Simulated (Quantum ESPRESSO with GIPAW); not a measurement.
## CO2: from the crystal structure to its NMR spectrum

Wanted: NMR shieldings for each site of CO2.

Calculated with Quantum ESPRESSO with GIPAW 8.0dev (patched build); DFT, PBEsol, plane-wave PAW (pslibrary 1.0.0 recipes), scalar-relativistic, GIPAW; a patched development version of the program.

### 1. Set-up

The structure is orthorhombic, space group Cmce (No. 64). The conventional cell has a = 5.272 Å, b = 4.775 Å, c = 6.587 Å, α = 90.00°, β = 90.00°, γ = 90.00°. O has 1 C at 1.17 Å nearest. Nearest to C lie 2 O at 1.17 Å. Farther neighbours and most contacts between anions are not listed.

The cell is a computed entry of the Materials Project; it need not be the form that is stable at ambient conditions.

This structure had its atoms relaxed beforehand (DFT, PBEsol, plane-wave PAW (pslibrary 1.0.0 recipes), Quantum ESPRESSO with GIPAW), starting from the database entry, since shieldings follow bond lengths closely.

### 2. Self-consistent run

GIPAW is a response on top of the ground state, so the wavefunctions come first. Their errors pass straight into the induced current, hence the tight threshold. No empty states are asked for: the response is solved without them. The mesh has a spacing of 0.36 Å⁻¹ at most. The PAW files were made with ld1.x from the pslibrary 1.0.0 recipes, with GIPAW reconstruction switched on.

Contents of scf.in:

```
&control
  calculation = 'scf'
  prefix = 'x'
  outdir = './tmp/'
  pseudo_dir = './'
/
&system
  ibrav = 0
  nat = 6
  ntyp = 2
  ecutwfc = 55
  ecutrho = 330
  nbnd = 16
/
&electrons
  conv_thr = 1.0d-10
  mixing_beta = 0.7
  electron_maxstep = 100
/
ATOMIC_SPECIES
  O 15.999 O.pbesol-n-kjpaw_psl.1.0.0-gipaw.UPF
  C 12.011 C.pbesol-n-kjpaw_psl.1.0.0-gipaw.UPF
CELL_PARAMETERS angstrom
  2.63591123 -2.38737812 0.00000000
  2.63591123 2.38737812 0.00000000
  0.00000000 0.00000000 6.58717491
ATOMIC_POSITIONS crystal
  O 0.30586967 0.69413033 0.60845548
  O 0.69413033 0.30586967 0.39154452
  O 0.19413033 0.80586967 0.10845548
  O 0.80586967 0.19413033 0.89154452
  C 0.50000000 0.50000000 0.50000000
  C -0.00000000 -0.00000000 0.00000000
K_POINTS automatic
  5 5 3 0 0 0
```

Started as:

```console
$ mpirun -np 4 pw.x -nk 4 -in scf.in > scf.out
```

Log:

```text
using ibrav=0 with symmetry is DISCOURAGED, use correct ibrav instead

     bravais-lattice index     =            0
     lattice parameter (alat)  =       6.7205  a.u.
     unit-cell volume          =     559.4713 (a.u.)^3
     number of atoms/cell      =            6
     number of atomic types    =            2
     number of electrons       =        32.00
     number of Kohn-Sham states=           16
     kinetic-energy cutoff     =      55.0000  Ry
     charge density cutoff     =     330.0000  Ry
     scf convergence threshold =      1.0E-10
     mixing beta               =       0.7000
     number of iterations used =            8  plain     mixing
     Exchange-correlation= SLA-PW-PSX-PSC
                           (   1   4  10   8   0   0   0)
[...]
O                 6.00    15.99900     O ( 1.00)
     C                 4.00    12.01100     C ( 1.00)

      8 Sym. Ops., with inversion, found ( 4 have fractional translation)
[...]
number of k points=    18
[...]
Dense  grid:    56621 G-vectors     FFT dimensions: (  40,  40,  72)

     Smooth grid:    30845 G-vectors     FFT dimensions: (  32,  32,  60)

     Check: negative core charge=   -0.000008

     Initial potential from superposition of free atoms

     starting charge      31.9999, renormalised to      32.0000
     Starting wfcs are   24 randomized atomic wfcs

     Self-consistent Calculation

     iteration #  1     ecut=    55.00 Ry     beta= 0.70
     Davidson diagonalization with overlap
     ethr =  1.00E-02,  avg # of iterations =  2.3

     total energy              =    -200.24598612 Ry
     estimated scf accuracy    <       0.82706640 Ry

     iteration #  2     ecut=    55.00 Ry     beta= 0.70
     Davidson diagonalization with overlap
     ethr =  2.58E-03,  avg # of iterations =  8.2

     total energy              =    -200.75240184 Ry
     estimated scf accuracy    <       0.62611416 Ry

     iteration #  3     ecut=    55.00 Ry     beta= 0.70
     Davidson diagonalization with overlap
     ethr =  1.96E-03,  avg # of iterations =  1.7

     total energy              =    -200.64635700 Ry
     estimated scf accuracy    <       0.18250060 Ry

[...]
c_bands:  5 eigenvalues not converged
[...]
c_bands:  4 eigenvalues not converged
[...]
c_bands:  2 eigenvalues not converged
     c_bands:  5 eigenvalues not converged
     c_bands: 14 eigenvalues not converged on the other pools
[...]
c_bands: 8 eigenvalues not converged on the other pools
[...]
total energy              =    -200.85602465 Ry
[...]
iteration # 57     ecut=    55.00 Ry     beta= 0.70
     Davidson diagonalization with overlap
     ethr =  4.46E-13,  avg # of iterations =  4.8

     total energy              =    -200.85602465 Ry
     estimated scf accuracy    <          1.8E-10 Ry

     iteration # 58     ecut=    55.00 Ry     beta= 0.70
     Davidson diagonalization with overlap
     ethr =  4.46E-13,  avg # of iterations =  5.0

     End of self-consistent calculation
     [one-electron energies left out]

!    total energy              =    -200.85602465 Ry
     total all-electron energy =      -751.863298 Ry
     estimated scf accuracy    <          3.2E-12 Ry

     The total energy is the sum of the following terms:
     one-electron contribution =     -86.40442326 Ry
     hartree contribution      =      56.31544202 Ry
     xc contribution           =     -38.09530433 Ry
     ewald contribution        =     -84.13568467 Ry
     one-center paw contrib.   =     -48.53605441 Ry

     convergence has been achieved in  58 iterations
[...]
JOB DONE.
```

Elapsed: 43 s, on 4 MPI ranks of Arm Neoverse V2, shared host; peak memory 0.33 GiB; 2.9 min of CPU time.

It converged in 58 cycles to an estimated accuracy of 3e-12 Ry, on 18 irreducible k-points.

### 3. Magnetic response

The job finds the current that a weak uniform field induces (applied as a long wave, q_gipaw) and the field that this current makes at each nucleus. On atoms with p or d valence electrons much of the paramagnetic part arises close to the nucleus, where the PAW partial waves rebuild the true states. pawproj makes the reconstruction use the PAW data sets' own projectors.

Contents of nmr.in:

```
&inputgipaw
  job = 'nmr'
  prefix = 'x'
  tmp_dir = './tmp/'
  restart_mode = 'from_scratch'
  verbosity = 'low'
  q_gipaw = 0.01
  spline_ps = .true.
  conv_threshold = 1.0d-11
  use_nmr_macroscopic_shape = .false.
  pawproj(1) = .true.
  pawproj(2) = .true.
/
```

Started as:

```console
$ mpirun -np 4 gipaw.x -in nmr.in > nmr.out
```

Log:

```text
[banner, memory and clock lines left out]
[a note of our patched build left out]

     Parallelizing q-star over 1 images

     IMPORTANT: XC functional enforced from input :
     Exchange-correlation= PBESOL
                           (   1   4  10   8   0   0   0)
     Any further DFT definition will be discarded
     Please, verify this is what you really want

     Check: negative core charge=   -0.000008
[...]
alpha_pv=     41.3861 eV

     spline_ps is .false., expect some extrapolation errors

     q-space interpolation up to    66.00 Rydberg

     GIPAW job: nmr
     NMR macroscopic correction: no
[...]
Computing the magnetic susceptibility     isolve=0    ethr=  0.1000E-10
     Starting from scratch
     k-point #    1 of    18      pool #  1    cpu time:       0.4
[...]
End of magnetic susceptibility calculation

     f-sum rule (1st term):
           -29.9749         -0.0000          0.0000
             0.0000        -30.0078          0.0000
             0.0000          0.0000        -29.9938

     f-sum rule (2nd term):
            -0.7300          0.0000          0.0000
             0.0000         -0.6973          0.0000
             0.0000          0.0000         -0.7112

     f-sum rule (should be   -30.7034):
           -30.7049         -0.0000          0.0000
             0.0000        -30.7051          0.0000
             0.0000          0.0000        -30.7051

[... susceptibilities left out ...]
     Contributions to the NMR chemical shifts: -------------------------------

     Macroscopic shape contribution in ppm:                    0.00
             0.0000          0.0000          0.0000
             0.0000          0.0000          0.0000
             0.0000          0.0000          0.0000

     Core contribution in ppm:

     Atom  1  O   pos: (  0.741185  0.260640  1.127000)  core sigma:         270.50
     Atom  2  O   pos: (  0.741185 -0.260640  0.725231)  core sigma:         270.50
     Atom  3  O   pos: (  0.741185  0.410661  0.200885)  core sigma:         270.50
     Atom  4  O   pos: (  0.741185 -0.410661  1.651346)  core sigma:         270.50
     Atom  5  C   pos: (  0.741185  0.000000  0.926115)  core sigma:         199.99
     Atom  6  C   pos: (  0.000000  0.000000  0.000000)  core sigma:         199.99

     Bare contribution in ppm:

     Atom  1  O   pos: (  0.741185  0.260640  1.127000)  bare sigma:          48.29
[...]
Atom  2  O   pos: (  0.741185 -0.260640  0.725231)  bare sigma:          48.29
[...]
Atom  3  O   pos: (  0.741185  0.410661  0.200885)  bare sigma:          48.29
[...]
Atom  4  O   pos: (  0.741185 -0.410661  1.651346)  bare sigma:          48.29
[...]
Atom  5  C   pos: (  0.741185  0.000000  0.926115)  bare sigma:         -54.85
[...]
Atom  6  C   pos: (  0.000000  0.000000  0.000000)  bare sigma:         -54.85
[...]
Diamagnetic contribution in ppm:

     Atom  1  O   pos: (  0.741185  0.260640  1.127000)  dia sigma:          17.18
[...]
Atom  2  O   pos: (  0.741185 -0.260640  0.725231)  dia sigma:          17.18
[...]
Atom  3  O   pos: (  0.741185  0.410661  0.200885)  dia sigma:          17.18
[...]
Atom  4  O   pos: (  0.741185 -0.410661  1.651346)  dia sigma:          17.18
[...]
Atom  5  C   pos: (  0.741185  0.000000  0.926115)  dia sigma:           4.68
[...]
Atom  6  C   pos: (  0.000000  0.000000  0.000000)  dia sigma:           4.68
[...]
Paramagnetic contribution in ppm:

     Atom  1  O   pos: (  0.741185  0.260640  1.127000)  para sigma:          47.52
[...]
Atom  2  O   pos: (  0.741185 -0.260640  0.725231)  para sigma:          47.52
[...]
Atom  3  O   pos: (  0.741185  0.410661  0.200885)  para sigma:          47.52
[...]
Atom  4  O   pos: (  0.741185 -0.410661  1.651346)  para sigma:          47.52
[...]
Atom  5  C   pos: (  0.741185  0.000000  0.926115)  para sigma:         -83.47
[...]
Atom  6  C   pos: (  0.000000  0.000000  0.000000)  para sigma:         -83.47
[...]
Paramagnetic US occ-occ contribution in ppm:

     Atom  1  O   pos: (  0.741185  0.260640  1.127000)  para_oo sigma:          -3.42
[...]
Atom  2  O   pos: (  0.741185 -0.260640  0.725231)  para_oo sigma:          -3.42
[...]
Atom  3  O   pos: (  0.741185  0.410661  0.200885)  para_oo sigma:          -3.42
[...]
Atom  4  O   pos: (  0.741185 -0.410661  1.651346)  para_oo sigma:          -3.42
[...]
Atom  5  C   pos: (  0.741185  0.000000  0.926115)  para_oo sigma:          -1.00
[...]
Atom  6  C   pos: (  0.000000  0.000000  0.000000)  para_oo sigma:          -1.00
[...]
Paramagnetic US L_R Q_R contribution in ppm:

     Atom  1  O   pos: (  0.741185  0.260640  1.127000)  para_lq sigma:        -207.00
[...]
Atom  2  O   pos: (  0.741185 -0.260640  0.725231)  para_lq sigma:        -207.00
[...]
Atom  3  O   pos: (  0.741185  0.410661  0.200885)  para_lq sigma:        -207.00
[...]
Atom  4  O   pos: (  0.741185 -0.410661  1.651346)  para_lq sigma:        -207.00
[...]
Atom  5  C   pos: (  0.741185  0.000000  0.926115)  para_lq sigma:         -27.50
[...]
Atom  6  C   pos: (  0.000000  0.000000  0.000000)  para_lq sigma:         -27.50
[...]
Total NMR chemical shifts in ppm: ---------------------------------------
     (adopting the Simpson convention for anisotropy and asymmetry)-----------

     Atom  1  O   pos: (  0.741185  0.260640  1.127000)  Total sigma:         173.07
            71.0372         -0.0000          0.0000
             0.0000        262.9004        149.1938
            -0.0000        149.9396        185.2796

     O       1    anisotropy:    308.31    eta:    0.0071
[...]
Atom  2  O   pos: (  0.741185 -0.260640  0.725231)  Total sigma:         173.07
[... its tensor is left out ...]
     Atom  3  O   pos: (  0.741185  0.410661  0.200885)  Total sigma:         173.07
[... its tensor is left out ...]
     Atom  4  O   pos: (  0.741185 -0.410661  1.651346)  Total sigma:         173.07
[... its tensor is left out ...]
     Atom  5  C   pos: (  0.741185  0.000000  0.926115)  Total sigma:          37.85
           -78.3281         -0.0000          0.0000
            -0.0000        140.2736        167.9772
            -0.0000        169.3578         51.6029

     C       5    anisotropy:    348.73    eta:    0.0006
[...]
Atom  6  C   pos: (  0.000000  0.000000  0.000000)  Total sigma:          37.85
[... its tensor is left out ...]
```

The job ended after 88 s (4 MPI ranks; peak memory 0.25 GiB).

The f-sum rule is met to 0.0017 of 30.7 (0.006 %). Converged shieldings require that this miss be small, but a small miss does not prove them.

From the symmetric part of each tensor, with principal values σ11 ≤ σ22 ≤ σ33: σ_iso is their mean, the span is σ33 − σ11 and the skew 3(σ_iso − σ22)/span. (gipaw.x prints an anisotropy in another convention.)

```csv
site,atom no.,atoms in cell,σ_iso (ppm),span (ppm),skew
O,1,4,173.1,309.0,0.99
C,5,2,37.8,348.8,1.00
```

The macroscopic shape term is switched off. For a spherical sample the valence susceptibility of this run would add about 7 ppm to every site, a rough estimate, since the susceptibility converges slowly and lacks part of the PAW terms. Differences within the crystal don't depend on it, but shieldings of different compounds can't be compared to better than a few ppm without it.

In this run the largest span is that of C (site symmetry 2/m), with principal values -78.5, -78.3 and 270.3 ppm. On O the most shielded direction lies along its short bond to C: a field along the bond can't mix the bonding orbital with those across it, so the paramagnetic term is smallest there.

How the isotropic values are made up (ppm). The core part is that of the free atom's core; bare is the current of the smooth valence states; the last two are what the PAW spheres add to the diamagnetic and the paramagnetic current:

| site | core | bare | reconstruction, dia | reconstruction, para |
| --- | --- | --- | --- | --- |
| O | 270.5 | 48.3 | 17.2 | -162.9 |
| C | 200.0 | -54.9 | 4.7 | -112.0 |

17O also has a quadrupolar coupling here. It is not given: on PAW files the efg job of this gipaw.x leaves out the augmentation charge of neighbouring atoms and can miss by tens of per cent.

### 4. NMR parameters by site

A shielding is counted from the bare nucleus and a shift from a reference compound, with the opposite sign. Here the reference is a mean over several measured solids, with the slope held at one.

Reference lines, from the same functional and files: 13C: δ = (162.2 − σ), zero at TMS, fitted to 5 measured values, from C, Li2CO3, MgCO3, Na2CO3 and SiC, with a scatter of 0.85 ppm r.m.s., on σ without the shape term. Kinds of site that fitted badly were split off after the misses were seen, so the scatter is that of the points kept.

Covalently bonded atoms count as neighbours within 1.18 times the sum of their radii. Otherwise a cation's neighbours lie within 1.2 times its shortest bond (1.3 for large cations, each anion's radius taken off where they differ), and an anion's are the cations that count it.

```csv
site,atom no.,atoms in cell,surroundings,bonds (Å),δ_iso (ppm)
O,1,4,bound to C,1.170,-
C,5,2,CO2,1.170,124.4
```

Simulated spectrum: 13C MAS at 5 kHz, 7.05 T (75.5 MHz), lines broadened by 1.2 ppm; rigid lattice, with dipolar and J couplings left out. Lines over 1.5 % of the strongest (ppm: area): 323.1: 0.04, 256.9: 0.30, 190.6: 1.00, 124.4: 0.57, 58.2: 0.26, -8.1: 0.42, -74.3: 0.13, -140.5: 0.05. Spinning sidebands lie 66.2 ppm apart.

### 5. Cost against result

Each row names what was changed: the structure as given shows what the relaxation did; another mesh tests the sampling of the zone; non-relativistic files show the scalar-relativistic share; GIPAW's default projectors test the reconstruction.

Changes of σ_iso (ppm) against the run above (PBEsol, cutoffs 55 and 330 Ry, mesh 5×5×3, 8.7 min). Times are CPU times of pw.x and gipaw.x together, on 4 MPI ranks of Arm Neoverse V2, shared host; on a shared host they are rough.

```
                           run  CPU time  f-sum miss     O     C
            structure as given   9.2 min      0.0018  +3.0  +0.7
                    mesh 6×6×3    11 min      0.0018  -0.0  +0.0
        non-relativistic files   8.4 min      0.0018  +0.4  +0.2
        GIPAW's own projectors   8.6 min      0.0017  -2.6  -1.0
mesh 3×3×2 (coarse on purpose)     4 min       0.026  -0.5  -0.0
```

The largest move is +3.0 ppm, on O, from structure as given.

### 6. What goes wrong with a poor setting

For contrast, the same job on a spoilt input.

scf.in: that of step 2 with these lines changed.

```diff
@@ -10,4 +10,4 @@
   ntyp = 2
-  ecutwfc = 55
-  ecutrho = 330
+  ecutwfc = 35
+  ecutrho = 70
   nbnd = 16
```

Started as:

```console
$ mpirun -np 4 pw.x -nk 4 -in scf.in > scf.out
```

This SCF reached its threshold; then the response:

nmr.in is that of step 3.

Started as:

```console
$ mpirun -np 4 gipaw.x -in nmr.in > nmr.out
```

Log:

```text
[banner, memory and clock lines left out]
[a note of our patched build left out]

     Parallelizing q-star over 1 images

     IMPORTANT: XC functional enforced from input :
     Exchange-correlation= PBESOL
                           (   1   4  10   8   0   0   0)
     Any further DFT definition will be discarded
     Please, verify this is what you really want

     Check: negative core charge=   -0.001756

     negative rho (up, down):  2.673E-03 0.000E+00
[...]
alpha_pv=     41.5792 eV

     spline_ps is .false., expect some extrapolation errors

     q-space interpolation up to    42.00 Rydberg

     GIPAW job: nmr
     NMR macroscopic correction: no
[...]
Computing the magnetic susceptibility     isolve=0    ethr=  0.1000E-10
     Starting from scratch
     k-point #    1 of    18      pool #  1    cpu time:       0.3
[...]
End of magnetic susceptibility calculation

     f-sum rule (1st term):
           -29.9093          0.0000          0.0000
            -0.0000        -29.9514          0.0000
[...]
Atom  4  O   pos: (  0.741185 -0.410661  1.651346)  para_lq sigma:        -193.01
[...]
Atom  5  C   pos: (  0.741185  0.000000  0.926115)  para_lq sigma:         -19.04
[...]
Atom  6  C   pos: (  0.000000  0.000000  0.000000)  para_lq sigma:         -19.04
[...]
Total NMR chemical shifts in ppm: ---------------------------------------
     (adopting the Simpson convention for anisotropy and asymmetry)-----------

     Atom  1  O   pos: (  0.741185  0.260640  1.127000)  Total sigma:         179.26
[...]
O       1    anisotropy:    293.42    eta:    0.0114
[...]
Atom  2  O   pos: (  0.741185 -0.260640  0.725231)  Total sigma:         179.26
[...]
Atom  3  O   pos: (  0.741185  0.410661  0.200885)  Total sigma:         179.26
[...]
Atom  4  O   pos: (  0.741185 -0.410661  1.651346)  Total sigma:         179.26
[...]
Atom  5  C   pos: (  0.741185  0.000000  0.926115)  Total sigma:          36.13
[...]
C       5    anisotropy:    347.99    eta:    0.0021
[...]
Atom  6  C   pos: (  0.000000  0.000000  0.000000)  Total sigma:          36.13
[...]
```

It took 45 s on 4 MPI ranks; peak memory 0.19 GiB; 3 min of CPU time.

The run ends without an error, but the fault (a lowered wave cutoff with a density cutoff of only 2 times it) moves σ_iso of O by +6.2 ppm (both without the shape term); the f-sum rule is missed by 0.12 electrons. Its numbers are not to be used. The smooth density needs four times the wave cutoff, and augmentation charges more.

### 7. Outcome

| Quantity | Value |
| --- | --- |
| 13C shift | 124.4 ppm |
| 17O shielding without shape term | 173.1 ppm |

**Reading.** 13C has one site (CO2), with isotropic shift 124.4 ppm. Going to mesh 6×6×3 changes no isotropic shielding by more than 0.0083 ppm, so the main run is converged in that respect. A higher cutoff was not carried through on these files. The cheaper run with mesh 3×3×2 takes about 45 % of the time and is off by 0.014 ppm on C, and by 0.46 ppm at most. This build of gipaw.x prints that it is not audited and that its numbers are no references by themselves. It also reports spline_ps as false although the input sets it; why was not traced. pw.x warned of eigenvalues not converged in some cycles of 4 ground-state runs, which then met the threshold.

[Banner, clock, file and message-heading lines were taken out of the pw.x and gipaw.x logs.]

[Logs are printed without paths, hosts, clocks, repeated set-up lines and the standing remarks that a program may print on its own settings, such as how far it seeks lower states.]

[Hosts, paths, dates, database ids (printed as entryN), source tags and the programs' standing remarks are cut or masked in the printed files.]

[Where no reference line passes its bar on scatter, no shift is given, so a measured shift of this compound may stand uncompared.]
